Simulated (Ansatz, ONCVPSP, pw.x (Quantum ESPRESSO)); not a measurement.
**What a changed setting does to a pw.x run (fcc Si)**

Potential: optimised norm-conserving Vanderbilt (ONCV), ONCVPSP 4.0.1.1 (patched build), PBE; core [Ne], reference 3s2 3p2; waves: 3s: rc 1.35 bohr, ncon 3, nbas 7, qcut 4.5 1/bohr, 1 projector; 3p: rc 1.70 bohr, ncon 3, nbas 7, qcut 5.8 1/bohr, 2 projectors, debl 2 Ha; d scattering state at 0.04 Ha: rc 1.30 bohr, ncon 4, nbas 8, qcut 6.9 1/bohr, local; local part: the d channel; core correction: Teter function fitted to the true core (icmod 2), fcfact 0.35.

The reference run (k-mesh 15³, cutoffs 110/440 Ry, Fermi–Dirac 0.01 Ry, mixing_beta 0.4, conv_thr 1e-9, no spin) gives -0.06 GPa at 14.425 Å³/atom, where all-electron LAPW gives 0.32 GPa. This run, with its own iteration cap, changes mixing_mode to local-TF.

```
&control
  calculation='scf', prefix='x', pseudo_dir='./', outdir='./tmp', tstress=.true., disk_io='none'
/
&system
  ibrav=0, nat=1, ntyp=1, ecutwfc=110, ecutrho=440, nbnd=9,
  occupations='smearing', smearing='fd', degauss=0.01
/
&electrons
  conv_thr=1e-09, mixing_beta=0.4, electron_maxstep=70, mixing_mode='local-TF'
/
ATOMIC_SPECIES
Si 1.0 Si.UPF
CELL_PARAMETERS angstrom
  0.00000000 1.93209559 1.93209559
  1.93209559 0.00000000 1.93209559
  1.93209559 1.93209559 0.00000000
ATOMIC_POSITIONS crystal
Si 0.0000 0.0000 0.0000
K_POINTS automatic
15 15 15 0 0 0
```

```bash
pw.x < Si.scf.in > Si.scf.out
```

Question: How does the run end?

Answer: It converges in 7 iterations; the free energy moves by +0.0 meV/atom and the pressure by +0.00 GPa. The result is that of the reference run.

```
Message from routine setup:
     using ibrav=0 with symmetry is DISCOURAGED, use correct ibrav instead
     lattice parameter (alat)  =       5.1635  a.u.
     unit-cell volume          =      97.3447 (a.u.)^3
     number of electrons       =         4.00
     number of Kohn-Sham states=            9
     kinetic-energy cutoff     =     110.0000  Ry
     charge density cutoff     =     440.0000  Ry
     scf convergence threshold =      1.0E-09
     Exchange-correlation= PBE
     number of k points=   120  Fermi-Dirac smearing, width (Ry)=  0.0100
     iteration #  1     ecut=   110.00 Ry     beta= 0.40
     total energy              =      -9.61099478 Ry
     estimated scf accuracy    <       0.00412163 Ry
     iteration #  2     ecut=   110.00 Ry     beta= 0.40
     total energy              =      -9.61014945 Ry
     estimated scf accuracy    <       0.00201941 Ry
     iteration #  3     ecut=   110.00 Ry     beta= 0.40
     total energy              =      -9.61025659 Ry
     estimated scf accuracy    <       0.00000050 Ry
     iteration #  4     ecut=   110.00 Ry     beta= 0.40
     total energy              =      -9.61026167 Ry
     estimated scf accuracy    <       0.00000028 Ry
     iteration #  5     ecut=   110.00 Ry     beta= 0.40
     total energy              =      -9.61026168 Ry
     estimated scf accuracy    <       0.00000003 Ry
     iteration #  6     ecut=   110.00 Ry     beta= 0.40
     total energy              =      -9.61026168 Ry
     estimated scf accuracy    <          2.1E-09 Ry
     iteration #  7     ecut=   110.00 Ry     beta= 0.40
     the Fermi energy is    10.7728 ev
!    total energy              =      -9.61026168 Ry
     estimated scf accuracy    <          2.1E-10 Ry
     smearing contrib. (-TS)   =      -0.00201932 Ry
     The total energy is F=E-TS. E is the sum of the following terms:
     one-electron contribution =       4.73867745 Ry
     hartree contribution      =       0.03066610 Ry
     xc contribution           =      -4.33168741 Ry
     ewald contribution        =     -10.04589850 Ry
     convergence has been achieved in   7 iterations
          total   stress  (Ry/bohr**3)                   (kbar)     P=       -0.59
     Message from routine punch:
     Nothing written, as per user request (disk_io='none')
```

The run took about 44 s on one core of a shared host (Neoverse-N1, 64 threads, 124 GiB, load 60).
